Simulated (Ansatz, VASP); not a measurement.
## One calculation of BP, two programs

INCAR

```
  PREC = Accurate
  ENCUT = 520
  EDIFF = 1E-6
  ISMEAR = -1
  SIGMA = 0.05
  LREAL = False
  LASPH = True
  NELM = 60
  ALGO = Normal
  ISIF = 2
  LWAVE = False
  LCHARG = False
  GGA = PE
  ALDAC = 0.0
  AGGAC = 0.0
  NBANDS = 11
```

File KPOINTS:

```
Automatic mesh
0
Gamma
  10 10 10
```

Contents of POSCAR:

```
BP
1.0
    0.0000000000      2.2690000000      2.2690000000
    2.2690000000      0.0000000000      2.2690000000
    2.2690000000      2.2690000000      0.0000000000
P B
1 1
Direct
    0.7500000000      0.7500000000      0.7500000000
    0.0000000000      0.0000000000      0.0000000000
```

File input.yaml:

```yaml
crystal:
  lattice:
    - [0.0, 2.269, 2.269]
    - [2.269, 0.0, 2.269]
    - [2.269, 2.269, 0.0]
  atoms:
    - { symbol: P, position: [0.75, 0.75, 0.75] }
    - { symbol: B, position: [0.0, 0.0, 0.0] }
hamiltonian:
  xc: { exchange: pbe, correlation: none }
  pseudopotentials: { kind: paw }
kpoints:
  mp_grid: { grid: [10, 10, 10] }
  band_path:
    path:
      - [[0.0, 0.0, 0.0], [0.5, 0.0, 0.5], [0.5, 0.25, 0.75], [0.375, 0.375, 0.75], [0.0, 0.0, 0.0], [0.5, 0.5, 0.5], [0.625, 0.25, 0.625], [0.5, 0.25, 0.75], [0.5, 0.5, 0.5], [0.375, 0.375, 0.75]]
      - [[0.625, 0.25, 0.625], [0.5, 0.0, 0.5]]
    npoints: 14
scf:
  occupations: { method: fermi_dirac, width: 0.05 }
  n_extra_bands: 6
output:
  forces: true
  stress: true
  eigenvalues: true
  fatbands: true
  write_density: true
  write_potential: true
  elf: true
  volumetric_format: npy
```

Alike in both runs: functional PBE exchange alone; k mesh 10 × 10 × 10; occupations fermi-dirac, width 0.05 eV; no spin polarisation.

|  | VASP | Ansatz |
| --- | --- | --- |
| version | VASP 6.6.1 | Ansatz 0.2.0 |
| potentials or method | VASP PAW PBE potentials, release 64 (P, B) | Ansatz PAW |
| plane-wave cutoff (eV) | 520 | 420 |
| valence electrons in the cell | 8 | 8 |
| task | single point | band structure |

```tsv
	VASP	Ansatz	Ansatz less VASP
gap on the k mesh at the Fermi level (eV)	1.53	1.52	-0.016
least direct gap on the mesh (eV)	3.55	3.53	-0.025
pressure (GPa)	16.0	16.3	+0.36
```

Caveats: so large a pressure means that the cell lies far from this level's equilibrium, or that cutoff or potentials fall short; the PAW data sets come from PBE, with cores solved anew for the run's functional, which leaves a small shift of forces and pressure (Ansatz). A k mesh can miss the band edges.
